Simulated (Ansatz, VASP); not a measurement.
**TiC in VASP and in Ansatz**

File INCAR:

```
  PREC = Accurate
  ENCUT = 520
  EDIFF = 1E-7
  ISMEAR = -1
  SIGMA = 0.05
  LREAL = False
  LASPH = True
  NELM = 60
  ALGO = Normal
  ISIF = 2
  LWAVE = False
  LCHARG = False
  GGA = PS
  NBANDS = 15
```

File KPOINTS:

```
regular mesh
0
Gamma
  11 11 11
```

File POSCAR:

```
TiC
1.0
    0.0000000000      2.1657188437      2.1657188437
    2.1657188437      0.0000000000      2.1657188437
    2.1657188437      2.1657188437      0.0000000000
Ti C
1 1
Direct
    0.0000000000      0.0000000000      0.0000000000
    0.5000000000      0.5000000000      0.5000000000
```

Contents of input.yaml:

```yaml
crystal:
  lattice:
    - [0.0, 2.1657188437, 2.1657188437]
    - [2.1657188437, 0.0, 2.1657188437]
    - [2.1657188437, 2.1657188437, 0.0]
  atoms:
    - { symbol: Ti, position: [0.0, 0.0, 0.0] }
    - { symbol: C, position: [0.5, 0.5, 0.5] }
hamiltonian:
  xc: pbesol
  pseudopotentials: { kind: paw }
kpoints:
  mp_grid: { grid: [11, 11, 11] }
scf:
  occupations: { method: fermi_dirac, width: 0.05 }
output:
  forces: true
  stress: true
  eigenvalues: true
```

The cell is a database's computed one.

Alike in both runs: task single point; functional PBEsol; k mesh 11 × 11 × 11; occupations fermi-dirac, width 0.05 eV; no spin polarisation.

|  | VASP | Ansatz |
| --- | --- | --- |
| version | VASP 6.6.1 | Ansatz 0.2.0 |
| potentials or method | VASP PAW PBE potentials, release 64 (Ti_sv, C) | Ansatz PAW |
| plane-wave cutoff (eV) | 520 | 420 |
| valence electrons in the cell | 16 | 16 |

VASP gave:

```
gap on the k mesh at the Fermi level (eV) : none
pressure (GPa)                            : -6.5
```

Problem. What did Ansatz give for the same quantities?

Solution. gap on the k mesh at the Fermi level (eV): none; pressure (GPa): -6.7.

A gap of «none» marks a metal or a gap that the smearing closes. With one functional, cell and mesh, what is left measures potentials, basis and numerics.

Caveats: the PAW data sets were made with another functional, which shifts forces and pressure a little (VASP); the PAW data sets come from PBE, with cores solved anew for the run's functional, which leaves a small shift of forces and pressure (Ansatz).
